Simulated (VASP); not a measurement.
# BaTiO₃: convergence, self-consistent run

BaTiO₃, Cm (no. 8), 5 atoms in the cell. PBE; PAW potentials Ba_sv, Ti_sv, O (PBE set). VASP 6.6.1. The cell is changed on purpose: last atom moved by 0.04 Å along z, cell strained by -1.0% along z.

Wanted: energy within 0.5 meV/atom; forces within 0.003 eV/Å; stress within 0.05 GPa; levels at the zone centre within 0.003 eV.

What the run is for: all; Accuracy asked: tight.

Levels at the zone centre: counted from the valence top at that point.

POSCAR:
```
BaTiO3
1.0
    2.8273666084      1.6323808724      2.2952095583
   -2.8273666084      1.6323808724      2.2952095583
    0.0000000000     -3.2647617449      2.2952095583
Ba Ti O
1 1 3
Direct
    0.0000000000      0.0000000000      0.0000000000
    0.4845000000      0.4845000000      0.4845000000
    0.5086000000      0.0175000000      0.5086000000
    0.0175000000      0.5086000000      0.5086000000
    0.5143511100      0.5143511100      0.0232511100
```

The series start from Plane-wave cutoff (eV): 520; k-point mesh: 6 × 6 × 6; Precision mode (PREC): Accurate; Electronic threshold (eV): 1e-6; Bands in all (NBANDS): 33; Aspherical gradient terms in the spheres (LASPH): yes; Electronic algorithm: ALGO=Normal; Delay and inner steps: defaults; Placing of the Fermi level (EFERMI): EFERMI=MIDGAP. Each series keeps the choices made before it, and each single choice may use up half of a tolerance.

## Plane-wave cutoff (eV)

| Plane-wave cutoff (eV) | Energy less reference (meV/atom) | Forces, largest deviation (eV/Å) | Stress, largest deviation (GPa) | Levels at the zone centre, largest deviation (eV) | SCF iterations | Time (s) |
|---|---|---|---|---|---|---|
| 320 | -50.28 | 0.0142 | 25.169 | 0.0326 | 15 | 20 |
| 400 | -5.76 | 0.0151 | 4.767 | 0.0007 | 15 | 30 |
| 460 | 2.90 | 0.0114 | 0.838 | 0.0009 | 16 | 32 |
| 520 | 4.55 | 0.0110 | 0.050 | 0.0018 | 16 | 41 |
| 600 | 3.03 | 0.0055 | 0.232 | 0.0011 | 16 | 40 |
| 700 | 0.83 | 0.0008 | 0.248 | 0.0004 | 16 | 60 |
| 840 (reference) | 0.00 | 0.0000 | 0.000 | 0.0000 | 16 | 77 |

Chosen: 840; the next looser run is off by more than half of the tolerance, so convergence isn't shown beyond this value.

## k-point mesh

| k-point mesh | Energy less reference (meV/atom) | Forces, largest deviation (eV/Å) | Stress, largest deviation (GPa) | Levels at the zone centre, largest deviation (eV) | SCF iterations | Time (s) |
|---|---|---|---|---|---|---|
| 2 × 2 × 2 | 86.16 | 2.1680 | 1.719 | 0.0974 | 16 | 11 |
| 3 × 3 × 3 | 6.74 | 0.3571 | 0.116 | 0.0128 | 17 | 19 |
| 4 × 4 × 4 | 0.44 | 0.0603 | 0.026 | 0.0005 | 17 | 32 |
| 5 × 5 × 5 | -0.04 | 0.0083 | 0.008 | 0.0005 | 16 | 50 |
| 6 × 6 × 6 | -0.02 | 0.0006 | 0.013 | 0.0002 | 16 | 77 |
| 7 × 7 × 7 | -0.01 | 0.0002 | 0.009 | 0.0001 | 16 | 106 |
| 9 × 9 × 9 (reference) | 0.00 | 0.0000 | 0.000 | 0.0000 | 16 | 176 |

Chosen: 6 × 6 × 6, the loosest value from which every tighter one stays within half of the tolerance.

## Precision mode (PREC)

| Precision mode (PREC) | Energy less reference (meV/atom) | Forces, largest deviation (eV/Å) | Stress, largest deviation (GPa) | Levels at the zone centre, largest deviation (eV) | SCF iterations | Time (s) |
|---|---|---|---|---|---|---|
| SingleN | -0.25 | 0.0047 | 0.013 | 0.0003 | 16 | 30 |
| Normal | 0.00 | 0.0006 | 0.004 | 0.0000 | 16 | 35 |
| Single | -0.01 | 0.0048 | 0.003 | 0.0000 | 16 | 87 |
| Accurate (reference) | 0.00 | 0.0000 | 0.000 | 0.0000 | 16 | 77 |

Chosen: Accurate; the one before it in the list is off by more than half of the tolerance.

## Electronic threshold (eV)

| Electronic threshold (eV) | Energy less reference (meV/atom) | Forces, largest deviation (eV/Å) | Stress, largest deviation (GPa) | Levels at the zone centre, largest deviation (eV) | SCF iterations | Time (s) |
|---|---|---|---|---|---|---|
| 0.001 | 0.00 | 0.0151 | 0.210 | 0.0035 | 13 | 48 |
| 0.0001 | 0.00 | 0.0066 | 0.299 | 0.0058 | 13 | 50 |
| 1e-5 | 0.00 | 0.0023 | 0.071 | 0.0010 | 15 | 58 |
| 1e-6 | 0.00 | 0.0002 | 0.015 | 0.0002 | 16 | 77 |
| 1e-7 | 0.00 | 0.0000 | 0.000 | 0.0000 | 19 | 74 |
| 1e-8 (reference) | 0.00 | 0.0000 | 0.000 | 0.0000 | 19 | 73 |

Chosen: 1e-6.

## Bands in all (NBANDS)

| Bands in all (NBANDS) | Energy less reference (meV/atom) | Forces, largest deviation (eV/Å) | Stress, largest deviation (GPa) | Levels at the zone centre, largest deviation (eV) | SCF iterations | Time (s) |
|---|---|---|---|---|---|---|
| 21 | 0.00 | 0.0002 | 0.002 | 0.0001 | 15 | 41 |
| 22 | 0.00 | 0.0011 | 0.001 | 0.0004 | 15 | 44 |
| 24 | 0.00 | 0.0011 | 0.004 | 0.0005 | 15 | 46 |
| 26 | 0.00 | 0.0012 | 0.002 | 0.0011 | 15 | 57 |
| 33 | 0.00 | 0.0003 | 0.010 | 0.0004 | 16 | 77 |
| 46 (reference) | 0.00 | 0.0000 | 0.000 | 0.0000 | 16 | 83 |

Chosen: 21.

## Aspherical gradient terms in the spheres (LASPH)

| Aspherical gradient terms in the spheres (LASPH) | Energy less reference (meV/atom) | Forces, largest deviation (eV/Å) | Stress, largest deviation (GPa) | Levels at the zone centre, largest deviation (eV) | SCF iterations | Time (s) |
|---|---|---|---|---|---|---|
| no | 0.28 | 0.0048 | 0.007 | 0.0017 | 15 | 43 |
| yes (reference) | 0.00 | 0.0000 | 0.000 | 0.0000 | 15 | 41 |

Chosen: yes; the one before it in the list is off by more than half of the tolerance.

## Electronic algorithm

| Electronic algorithm | Energy less reference (meV/atom) | Forces, largest deviation (eV/Å) | Stress, largest deviation (GPa) | Levels at the zone centre, largest deviation (eV) | SCF iterations | Time (s) |
|---|---|---|---|---|---|---|
| ALGO=Normal | 0.00 | 0.0000 | 0.000 | 0.0000 | 15 | 41 |
| ALGO=Fast | 0.00 | 0.0025 | 0.004 | 2.6006 | 26 | 86 |
| ALGO=VeryFast | no result | no result | no result | no result | 120 | 282 |
| ALGO=All ISEARCH=1 | 0.00 | 0.0008 | 0.004 | 0.8237 | 26 | 60 |
| ALGO=All ISEARCH=0 | 0.00 | 0.0008 | 0.004 | 0.8237 | 26 | 60 |
| ALGO=Damped TIME=0.4 | 0.00 | 0.0008 | 0.010 | 0.0011 | 96 | 156 |
| ALGO=Damped TIME=0.1 | no result | no result | no result | no result | 120 | 200 |

Chosen: ALGO=Normal; no other choice that stays within half of the tolerance saves 30 % of the time.

## Delay and inner steps

| Delay and inner steps | Energy less reference (meV/atom) | Forces, largest deviation (eV/Å) | Stress, largest deviation (GPa) | Levels at the zone centre, largest deviation (eV) | SCF iterations | Time (s) |
|---|---|---|---|---|---|---|
| defaults | 0.00 | 0.0000 | 0.000 | 0.0000 | 15 | 41 |
| NELMDL=-2 | 0.00 | 0.0010 | 0.031 | 0.0010 | 18 | 54 |
| NELMDL=-8 | 0.00 | 0.0001 | 0.004 | 0.0002 | 18 | 49 |
| NELMDL=-12 | 0.00 | 0.0003 | 0.005 | 0.0001 | 23 | 58 |
| NRMM=2 | 0.00 | 0.0005 | 0.003 | 0.0036 | 15 | 39 |
| NRMM=6 | 0.00 | 0.0003 | 0.004 | 0.0002 | 15 | 47 |
| WEIMIN=0.001 | 0.00 | 0.0000 | 0.000 | 0.0000 | 15 | 42 |

Chosen: defaults.

## Placing of the Fermi level (EFERMI)

| Placing of the Fermi level (EFERMI) | Energy less reference (meV/atom) | Forces, largest deviation (eV/Å) | Stress, largest deviation (GPa) | Levels at the zone centre, largest deviation (eV) | SCF iterations | Time (s) |
|---|---|---|---|---|---|---|
| EFERMI=MIDGAP | 0.00 | 0.0000 | 0.000 | 0.0000 | 15 | 41 |
| EFERMI=LEGACY | 0.00 | 0.0000 | 0.000 | 0.0000 | 15 | 42 |

Chosen: EFERMI=MIDGAP.

## All choices together

| Input | Energy less reference (meV/atom) | Forces, largest deviation (eV/Å) | Stress, largest deviation (GPa) | Levels at the zone centre, largest deviation (eV) | Time (s) |
|---|---|---|---|---|---|
| the program's defaults (naive) | -5.67 | 0.0628 | 5.349 | 0.0053 | 4.9 |
| chosen settings | -0.02 | 0.0007 | 0.023 | 0.0002 | 41 |
| reference settings throughout | 0.00 | 0.0000 | 0.000 | 0.0000 | 284 |

The chosen settings stay within the tolerance of the reference run, but the reference itself isn't shown to be converged in: Plane-wave cutoff (eV).

Values of the reference run: Stress: 8.161, 0, 0, 0, 8.62, -0.2421, 0, -0.2421, 10.55 GPa; Levels at the zone centre: -0.0169, 0, 2.895 eV from the valence top at Gamma.

## The input

INCAR:
```
GGA = PE ; ISMEAR = 0
SIGMA = 0.03 ; LWAVE = F
LCHARG = F ; ISIF = 2
PREC = Accurate ; LASPH = T
LREAL = F ; ALGO = Normal
EDIFF = 1E-6 ; NELM = 120
GGA_COMPAT = F ; ENCUT = 840
EFERMI = MIDGAP ; KPAR = 4
NBANDS = 21
```

KPOINTS:
```
Automatic mesh
0
Gamma
  6 6 6
  0 0 0
```

Commands:
```
cat potpaw_PBE.64/Ba_sv/POTCAR potpaw_PBE.64/Ti_sv/POTCAR potpaw_PBE.64/O/POTCAR > POTCAR
mpirun -np 4 vasp_std > vasp.out
```

The chosen input took VASP 6.6.1 41 s on 4 cores (AMD EPYC 7R43 (Zen 3)), a shared host.

## An input that fails: mixing far too strong

VASP's message: ERROR FEXCP: supplied Exchange-correletion table is too small, maximal index : 7187.

Changes against the starting input:
```
- NELM = 120
+ NELM = 91
+ IMIX = 1
+ AMIX = 2.0
+ BMIX = 0.0001
```
